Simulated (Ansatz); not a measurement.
# Course of a relaxation: TiC

The guess for TiC was made by a generator: random cell by space group and Wyckoff sites (Cmmm, No. 65). Lengths were set from tabulated atomic sizes, so they are only a guess.

```xyz
6
Lattice="2.5009 -3.1205 0.0000 2.5009 3.1205 0.0000 0.0000 0.0000 5.4355" Properties=species:S:1:pos:R:3 pbc="T T T"
Ti    2.5009    1.7488    2.7178
Ti    2.5009   -1.7488    2.7178
Ti    2.5009    0.0000    2.7178
C     1.2504    1.5603    2.7178
C     1.2504   -1.5603    2.7178
C     2.5009    0.0000    0.0000
```

Level of theory: Ansatz, DFT PBE, scalar-relativistic, plane waves, PAW. Cutoff 420 eV, Gaussian smearing, Γ-centred meshes. Cell and atoms relax first on a coarse mesh and then on a finer one. In between, the cell is made exact in the group found at 0.06 Å. In metals the finer mesh still leaves noise of several meV/atom or more. The steps can't lower the symmetry of their start. No spin polarisation in the relaxation; trial moments died out in a coarse test.

Steps on the 4×4×4 mesh (6 atoms, 25 steps). The free energy counts from the last step; some steps are skipped; the plane-wave basis is renewed at times, which shifts energy and pressure.

```csv
step,ΔF (meV/atom),V (Å³/atom),P (GPa),largest force component (eV/Å)
1,7287.7,14.14,154.88,21.461
4,2689.9,16.67,59.72,11.114
6,853.0,18.31,15.88,3.586
9,263.1,17.80,-3.47,0.224
12,191.1,16.39,0.47,0.087
14,191.0,16.44,0.01,0.001
17,14.5,17.72,0.58,0.064
20,9.3,18.47,-0.05,0.005
22,0.4,18.66,0.09,0.042
25,0.0,18.72,-0.03,0.006
```

The relaxed structure, after a last relaxation on the converged mesh:

```yaml
crystal:
  lattice:
    - [3.07962, -4.64507, 0.00000]
    - [3.07962, 4.64507, 0.00000]
    - [0.00000, 0.00000, 3.90530]
  atoms:
    - { symbol: Ti, position: [0.13840, 0.86160, 0.50000] }
    - { symbol: Ti, position: [0.86160, 0.13840, 0.50000] }
    - { symbol: Ti, position: [0.50000, 0.50000, 0.50000] }
    - { symbol: C, position: [0.00000, 0.50000, 0.50000] }
    - { symbol: C, position: [0.50000, 0.00000, 0.50000] }
    - { symbol: C, position: [0.50000, 0.50000, 0.00000] }
```

The symmetry stays Cmmm (No. 65). The volume per atom grows by 31.7 %, from 14.1 to 18.6 Å³. The shortest distance goes from 1.26 Å (Ti–C) to 1.86 Å (Ti–C). The energy falls by about 7.3 eV/atom (the start's value is from the coarse mesh). Ti on a site of symmetry m2m is surrounded by 2 C at 1.86 Å and 1 Ti at 2.57 Å; around Ti on a site of symmetry mmm lie 2 C at 1.95 Å; C on a site of symmetry 2/m has 2 Ti at 1.86 Å; 1 more site not described.

For TiC, the volume per atom is 18.62 Å³, the density is 2.67 g/cm³ and the energy over the elements is +1.60 eV/atom. The gap on the 8×8×10 mesh of the 6-atom cell is 0 eV (a metal).

Energies over the elements count from the elements' standard structures at the same level, with no fitted energy shifts.

The last run used Gaussian smearing of 0.10 eV. The reference form of C is held partly by dispersion forces, which this level lacks. Symmetry constrained the relaxation, so the result can be a saddle point. In all, the 3 runs took 3.8 min on 1 thread of Arm Neoverse V2 (shared host). Another cell of TiC relaxed alike, in Fm-3m, lies 2.43 eV/atom lower, so this cell isn't the stable form at this level.
